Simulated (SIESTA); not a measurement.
W2C: equation of state with PBE

Crystal: W2C.

```
W C
1.0
     3.07005    0.00000    0.00000
    -1.53502    2.65874    0.00000
     0.00000    0.00000    4.67843
W C
2 1
Direct
  0.66667 0.33333 0.25367
  0.33333 0.66667 0.74633
  0.00000 0.00000 0.00000
```

The cell comes from a database or a generator and needn't be the stable form of this composition.

| Property | Result |
| --- | --- |
| Program | SIESTA 5.4.2 |
| Task | equation of state |
| Functional | PBE |
| Potentials or basis | PseudoDojo 0.4 standard (PBE files) |
| Basis | DZP (energy shift 0.003 Ry; two zetas on semicore shells) |
| Grid cutoff | 800 Ry |
| Energy shift | 0.003 Ry |
| k mesh | 10 × 10 × 6 |
| Occupations | fermi-dirac, width 0.05 eV |
| Spin | no spin polarisation |

```yaml
Equilibrium_volume: 12.83 Å³/atom
Bulk_modulus_at_fixed_shape_and_positions: 328 GPa
Pressure_derivative_of_the_bulk_modulus: 4.3
```

Energy against volume, from the lowest point:
| volume (Å³/atom) | energy (meV/atom) |
| --- | --- |
| 11.965 | 66.97 |
| 12.220 | 31.73 |
| 12.475 | 9.86 |
| 12.729 | 0.00 |
| 12.984 | 0.96 |
| 13.238 | 11.64 |
| 13.493 | 31.09 |

All runs of the series together: 12 min on 1 thread of Intel(R) Xeon(R) Platinum 8375C CPU @ 2.90GHz (Ice Lake), with other jobs on the host.

Caveat: short orbitals over semicore shells can move pressures by several GPa; the cell was scaled at fixed shape and fractional positions, which overstates the stiffness of a crystal with free parameters, most of all of layers and chains; the basis of atomic orbitals isn't converged, which shifts pressures, moduli and gaps. The run has no spin-orbit coupling, so splittings on W are missing.
